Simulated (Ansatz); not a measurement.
## How long does this Ansatz run take?

```yaml
crystal:
  lattice:
    - [5.6089385675, 3.2383221918, 2.3137680914]
    - [-5.6089385675, 3.2383221918, 2.3137680914]
    - [0.0, -6.4766443836, 2.3137680914]
  atoms:
    - { symbol: In, position: [0.0, 0.0, 0.5] }
    - { symbol: In, position: [0.5, 0.5, 0.5] }
    - { symbol: In, position: [0.5, 0.0, 0.0] }
    - { symbol: In, position: [0.0, 0.5, 0.0] }
    - { symbol: H, position: [0.45237778, 0.17549282, 0.62544375] }
    - { symbol: H, position: [0.54762222, 0.82450718, 0.37455625] }
    - { symbol: H, position: [0.31337079, 0.95608616, 0.27069495] }
    - { symbol: H, position: [0.68662921, 0.04391384, 0.72930505] }
    - { symbol: H, position: [0.04391384, 0.72930505, 0.68662921] }
    - { symbol: H, position: [0.95608616, 0.27069495, 0.31337079] }
    - { symbol: H, position: [0.82450718, 0.37455625, 0.54762222] }
    - { symbol: H, position: [0.17549282, 0.62544375, 0.45237778] }
    - { symbol: H, position: [0.37455625, 0.54762222, 0.82450718] }
    - { symbol: H, position: [0.62544375, 0.45237778, 0.17549282] }
    - { symbol: H, position: [0.72930505, 0.68662921, 0.04391384] }
    - { symbol: H, position: [0.27069495, 0.31337079, 0.95608616] }
    - { symbol: O, position: [0.32803721, 0.16815826, 0.49440791] }
    - { symbol: O, position: [0.67196279, 0.83184174, 0.50559209] }
    - { symbol: O, position: [0.32011331, 0.83286428, 0.15123763] }
    - { symbol: O, position: [0.67988669, 0.16713572, 0.84876237] }
    - { symbol: O, position: [0.16713572, 0.84876237, 0.67988669] }
    - { symbol: O, position: [0.83286428, 0.15123763, 0.32011331] }
    - { symbol: O, position: [0.83184174, 0.50559209, 0.67196279] }
    - { symbol: O, position: [0.16815826, 0.49440791, 0.32803721] }
    - { symbol: O, position: [0.50559209, 0.67196279, 0.83184174] }
    - { symbol: O, position: [0.49440791, 0.32803721, 0.16815826] }
    - { symbol: O, position: [0.84876237, 0.67988669, 0.16713572] }
    - { symbol: O, position: [0.15123763, 0.32011331, 0.83286428] }
kpoints:
  mp_grid: { grid: [4, 4, 4] }
scf:
  occupations: { method: fermi_dirac, width: 0.02 }
hamiltonian:
  xc: r2scan
  pseudopotentials: { kind: paw }
output:
  forces: true
  stress: true
  populations: true
  efg:
    quadrupole_moments_barn: { In: 0.772, H: 0.00285783, O: -0.02558 }
    contact_densities: true
  write_density: true
  write_potential: true
  elf: true
  volumetric_format: npy
```

```sh
ansatz run input.yaml --threads 1 --pin off --max-ram 2560MiB --backend cpu --events-out ev --progress --plain --runs-dir out
```

It runs on 1 thread of Intel Xeon Platinum 8375C CPU @ 2.90GHz (Ice Lake) (x86_64; 2 cores open to the job, memory cap 2.5 GiB, no GPU), a shared host with a load of 0.1 a core.

Problem. Estimate the wall time and the peak memory.

Solution. About 50 s of wall time (50 s of CPU time) and 1.4 GiB. The run holds 136 valence electrons in 96 bands, about 6435 plane waves a k-point and 14 irreducible k-points, and took 8 SCF iterations. Times on a shared host vary by tens of per cent.
